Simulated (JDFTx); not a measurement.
# InP: band structure with LDA

**Measured values to compare with.**

A printed reference work, data compilation reports, for a bulk crystal of InP at 1.6 K: band gap 1.4236 eV (direct).

Crystal: InP.

```
In P
1.0
     0.00000    2.93050    2.93050
     2.93050    0.00000    2.93050
     2.93050    2.93050    0.00000
In P
1 1
Direct
  0.00000 0.00000 0.00000
  0.75000 0.75000 0.75000
```

```json
{"Program": "JDFTx 1.7.0 (patched build)", "Task": "band structure", "Functional": "LDA", "Potentials or basis": "PseudoDojo-SR-LDA-0.4.1-standard with smoothed tails", "Cutoff": "952 eV", "Density cutoff": "7619 eV", "k mesh": "8 × 8 × 8", "Occupations": "fermi-dirac, width 0.05 eV", "Spin": "no spin polarisation", "Band ratio of the Davidson solver": "1.3", "Local potential set to -Z/r beyond": "6 bohr", "Bands": "15", "Density cutoff over wavefunction cutoff": "8", "Max SCF steps": "30", "SCF threshold on the energy": "1e-06 Ha", "Solver of the electrons": "minimize", "Further solve for the empty bands": "no", "Start": "density of an earlier self-consistent run, held fixed", "Path": "G-X-W-K-G-L-U-W-L-K-U-X"}
```

| Item | Value |
| --- | --- |
| Band gap along the path | 0.49 eV, direct |

Levels at the corners of the path, in eV from the valence-band top:
| point | band 6 | band 7 | band 8 | band 9 | band 10 | band 11 |
| --- | --- | --- | --- | --- | --- | --- |
| Γ | -11.56 | 0.00 | 0.00 | 0.00 | 0.49 | 3.97 |
| X | -9.14 | -5.88 | -2.36 | -2.36 | 1.61 | 2.12 |
| W | -9.06 | -5.73 | -3.00 | -2.97 | 4.19 | 4.27 |
| K | -9.15 | -5.73 | -3.37 | -1.97 | 2.21 | 4.28 |
| Γ | -11.56 | 0.00 | 0.00 | 0.00 | 0.49 | 3.97 |
| L | -9.81 | -5.84 | -0.99 | -0.99 | 1.31 | 4.70 |
| U | -9.15 | -5.73 | -3.37 | -1.97 | 2.21 | 4.28 |
| W | -9.06 | -5.73 | -3.00 | -2.97 | 4.19 | 4.27 |
| L | -9.81 | -5.84 | -0.99 | -0.99 | 1.31 | 4.70 |
| K | -9.15 | -5.73 | -3.37 | -1.97 | 2.21 | 4.28 |
| U | -9.15 | -5.73 | -3.37 | -1.97 | 2.21 | 4.28 |
| X | -9.14 | -5.88 | -2.36 | -2.36 | 1.61 | 2.12 |

Wall time 53 s on 1 thread of Arm Neoverse V1 (shared host), peak memory 0.11 GiB.

A measured gap of InP is 1.4236 eV (direct; 1.6 K; a printed reference work, data compilation); the calculated 0.49 eV misses it by -0.94 eV. Spin-orbit coupling on In is left out. The value is that of LDA, without temperature or zero-point motion. Semilocal functionals fall short of measured gaps as a rule.

Caveat: spin-orbit coupling is left out, which moves the levels of the heavy elements.
